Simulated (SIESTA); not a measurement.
## HfN under changes of volume

One of the cells (15.089 Å³/atom); the others are scaled copies at fixed shape and fractional positions:

```
Hf N
1.0
     0.00000    2.47108    2.47108
     2.47108    0.00000    2.47108
     2.47108    2.47108    0.00000
Hf N
1 1
Direct
  0.00000 0.00000 0.00000
  0.25000 0.25000 0.25000
```

The cell comes from a database or a generator and needn't be the stable form of this composition.

| Property | Result |
| --- | --- |
| Program | SIESTA 5.4.2 |
| Functional | PBE |
| Potentials or basis | PseudoDojo 0.4 standard (PBE files) |
| Basis | DZP (energy shift 0.002 Ry) |
| Grid cutoff | 800 Ry |
| Energy shift | 0.002 Ry |
| k mesh | 9 × 9 × 9 |
| Occupations | fermi-dirac, width 0.05 eV |
| Spin | no spin polarisation |

```tsv
volume (Å³/atom)	energy over the lowest point (meV/atom)	pressure (GPa)
13.906	52.34	16.7
14.201	26.37	11.5
14.497	9.53	6.8
15.089	0.00	-1.3
15.385	5.69	-4.7
15.681	?	?
```

Task: What does the run at 15.681 Å³/atom give?

Result: Energy over the lowest point 17.40 meV/atom; pressure -7.8 GPa.

Worked out: A Birch-Murnaghan fit of order 3 (a polynomial in V^(-2/3)) to the other rows has its minimum at 14.98 Å³/atom with B0 = V·E''(V) = 191 GPa and B' = 4.4. It gives 17.44 meV/atom at 15.681 Å³/atom, against the run's 17.40, and -dE/dV = -7.9 GPa, against -7.8.

Energies are extrapolated to zero smearing.

Caveats: semicore shells carry a single zeta, which can move pressures by several GPa and volumes by a few percent; the basis of atomic orbitals isn't converged, which shifts pressures, moduli and gaps.
